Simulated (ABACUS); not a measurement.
## LiF (Griceite) under changes of volume

One of the cells (8.169 Å³/atom); the others are scaled copies at fixed shape and fractional positions:

```
F Li
1.0
     0.00000    2.01400    2.01400
     2.01400    0.00000    2.01400
     2.01400    2.01400    0.00000
F Li
1 1
Cartesian
  2.0140 2.0140 2.0140
  0.0000 0.0000 0.0000
```

* Program: ABACUS 3.10.1
* Functional: PBE
* Potentials or basis: PseudoDojo NC SR 0.4.1 PBE standard
* Cutoff: 1361 eV
* Density cutoff: 5442 eV
* Basis: TZDP LCAO (the cutoffs set its grid)
* k mesh: 11 × 11 × 11
* Occupations: fermi-dirac, width 0.05 eV
* Spin: no spin polarisation

| volume (Å³/atom) | energy over the lowest point (meV/atom) | pressure (GPa) | gap on the mesh (eV) |
| --- | --- | --- | --- |
| 7.679 | 14.89 | 7.2 | 9.70 |
| 7.842 | 8.48 | 5.3 | 9.50 |
| 8.006 | 3.99 | 3.5 | 9.31 |
| 8.169 | 1.26 | 1.9 | 9.12 |
| 8.333 | 0.00 | 0.5 | 8.95 |
| 8.496 | ? | ? | ? |
| 8.659 | 1.63 | -2.0 | 8.62 |

Q: What does the run at 8.496 Å³/atom give?

A: Energy over the lowest point 0.20 meV/atom; pressure -0.8 GPa; gap on the mesh 8.78 eV.

Worked out: A Birch-Murnaghan fit of order 3 (a polynomial in V^(-2/3)) to the other rows has its minimum at 8.39 Å³/atom with B0 = V·E''(V) = 67 GPa and B' = 4.4. It gives 0.20 meV/atom at 8.496 Å³/atom, against the run's 0.20, and -dE/dV = -0.8 GPa, against -0.8. A straight line through the other rows of the gap, of slope -8.99 eV per unit of ln V (its deformation potential), gives 8.78 eV, against the run's 8.78.

Energies are extrapolated to zero smearing.

Caveats: the atomic orbitals were generated for these runs and aren't a published set; an odd mesh through Γ misses points on the zone boundary, where band edges often lie; the basis of atomic orbitals isn't converged, which shifts pressures, moduli and gaps.
